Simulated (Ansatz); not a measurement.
Structures of TiO$_{2}$: which is lowest?

Plane-wave DFT in Ansatz with scalar-relativistic PAW potentials, cutoff 500 eV, Γ-centred meshes chosen by cell and gap, Gaussian smearing with energies taken to zero width. Every cell was relaxed (cell and atoms) in a run of its own, within the symmetry of its start. U_eff on d shells: Ti 4 eV. Functional: r2SCAN+U.

Relaxed structures (starts from databases or built by putting these elements on another compound's sites):
A. P4_2/mnm, 6 atoms in the computed cell, a = 4.597 Å, c = 2.993 Å; sites (symmetry × multiplicity) Ti m.mm × 2, O m.2m × 4; start: database
B. C2/m, 12 atoms in the computed cell, a = 12.268 Å, b = 3.766 Å, c = 6.563 Å, β = 107.0°; sites (symmetry × multiplicity) Ti m × 4 + m × 4, O m × 4 + m × 4 + m × 4 + m × 4; start: database
C. Pbcn, 12 atoms in the computed cell, a = 4.556 Å, b = 5.509 Å, c = 4.947 Å; sites (symmetry × multiplicity) Ti .2. × 4, O 1 × 8; start: database
D. I4_1/amd, 6 atoms in the computed cell, a = 3.797 Å, c = 9.662 Å; sites (symmetry × multiplicity) Ti -4m2 × 4, O 2mm. × 8; start: database
E. C2/m, 9 atoms in the computed cell, a = 14.224 Å, b = 3.000 Å, c = 4.702 Å, β = 91.5°; sites (symmetry × multiplicity) Ti 2/m × 2 + m × 4, O m × 4 + m × 4 + m × 4; start: database
F. P2_1/c, 12 atoms in the computed cell, a = 4.841 Å, b = 4.888 Å, c = 5.046 Å, β = 99.7°; sites (symmetry × multiplicity) Ti 1 × 4, O 1 × 4 + 1 × 4; start: database
G. I4/mmm, 12 atoms in the computed cell, a = 8.714 Å, c = 3.802 Å; sites (symmetry × multiplicity) Ti m2m. × 8, O m.2m × 8 + m2m. × 8; start: database

Problem. Rank them by energy. Could pressure change the order?

Solution.
```csv
structure,group,E − E(lowest) (meV/atom),V (Å³/atom),gap on mesh (eV)
A,P4_2/mnm,0.0,10.54,2.70
C,Pbcn,4.0,10.35,3.39
D,I4_1/amd,4.2,11.61,3.13
B,C2/m,21.3,12.08,3.69
E,C2/m,40,11.14,3.16
F,P2_1/c,55,9.81,3.10
G,I4/mmm,75,12.03,2.58
```

A is lowest, 4 meV/atom under C. F is denser by 0.74 Å³/atom, so pressure favours it: ΔE/ΔV, with ΔE in eV and 1 eV/Å³ = 160.2 GPa, gives about 12 GPa for equal enthalpy if both cells were rigid, a rough figure since the two compress differently. Other structures may lie lower than all of these, and vibrations aren't counted.